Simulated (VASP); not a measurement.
# C in VASP 6.6.1, relaxation

INCAR

```
GGA = PE
NBANDS = 11
ENCUT = 600
PREC = Accurate
LASPH = .TRUE.
EDIFFG = -0.02
LCHARG = .FALSE.
SIGMA = 0.02
NSW = 40
EDIFF = 1E-7
ISMEAR = -1
LWAVE = .FALSE.
ISIF = 3
IBRION = 2
LREAL = Auto
NELM = 76
```

KPOINTS

```
KPOINTS created by Atomic Simulation Environment
0
Gamma
12 12 12
0 0 0
```

POSCAR

```
C
 1.0000000000000000
     0.0000000000000000    1.7551448183000000    1.7551448183000000
     1.7551448183000000    0.0000000000000000    1.7551448183000000
     1.7551448183000000    1.7551448183000000    0.0000000000000000
 C
   2
Cartesian
  0.0000000000000000  0.0000000000000000  0.0000000000000000
  0.8775724091500000  0.8775724091500000  0.8775724091500000
```

The recommended PBE PAW datasets give the neutral cell 8 valence electrons.

Command

```
mpirun -np 1 vasp_std
```

Problem. Predict the outcome of this run.

Solution. It converged. Results: relaxed cell vector lengths 2.526, 2.526, 2.526 Å; relaxed cell volume 11.40 Å³.

OSZICAR

```
N       E                     dE             d eps       ncg     rms          rms(c)
DAV:   1     0.371744746211E+01    0.37174E+01   -0.52834E+03  1624   0.804E+02
DAV:   2    -0.184386627874E+02   -0.22156E+02   -0.21385E+02  2115   0.137E+02
DAV:   3    -0.188786805985E+02   -0.44002E+00   -0.43893E+00  1863   0.151E+01
DAV:   4    -0.188794026732E+02   -0.72207E-03   -0.72206E-03  1709   0.749E-01
DAV:   5    -0.188794034923E+02   -0.81913E-06   -0.81908E-06  1796   0.240E-02    0.588E+00
DAV:   6    -0.183284753413E+02    0.55093E+00   -0.28724E-01  1620   0.382E+00    0.351E+00
DAV:   7    -0.181432721205E+02    0.18520E+00   -0.34697E-01  1704   0.425E+00    0.828E-01
DAV:   8    -0.181452148233E+02   -0.19427E-02   -0.95885E-03  1668   0.745E-01    0.451E-02
DAV:   9    -0.181452500124E+02   -0.35189E-04   -0.61314E-05  1870   0.635E-02    0.252E-02
DAV:  10    -0.181452707124E+02   -0.20700E-04   -0.14857E-05  1698   0.346E-02    0.532E-03
...
   2 F= -.18122945E+02 E0= -.18122945E+02  d E =0.223257E-01
       N       E                     dE             d eps       ncg     rms          rms(c)
DAV:   1    -0.182080868653E+02   -0.85142E-01   -0.11996E+00  1598   0.897E+00    0.995E-01
DAV:   2    -0.181942896326E+02    0.13797E-01   -0.15465E-02  1659   0.990E-01    0.564E-01
DAV:   3    -0.181884180493E+02    0.58716E-02   -0.90560E-03  1638   0.653E-01    0.810E-02
DAV:   4    -0.181884135368E+02    0.45125E-05   -0.13592E-04  1713   0.101E-01    0.643E-02
DAV:   5    -0.181883978302E+02    0.15707E-04   -0.65031E-06  1607   0.258E-02    0.551E-03
DAV:   6    -0.181883983023E+02   -0.47211E-06   -0.16710E-07  1713   0.402E-03    0.259E-03
DAV:   7    -0.181883982992E+02    0.30630E-08   -0.16936E-08   810   0.117E-03
   3 F= -.18188398E+02 E0= -.18188398E+02  d E =-.431275E-01
```

| ionic step | ΔE (meV/atom) | volume (Å³) | largest force (eV/Å) | pressure (GPa) | electronic steps |
| --- | --- | --- | --- | --- | --- |
| 1 | 0.0 | 10.81 | 0.000 | 24.84 | 11 |
| 2 | 11.2 | 12.18 | 0.000 | -25.42 | 8 |
| 3 | -21.6 | 11.40 | 0.000 | -0.30 | 7 |

For comparison, a separate PBE relaxation on usual settings, not on those above, ends at 11.39 Å³.
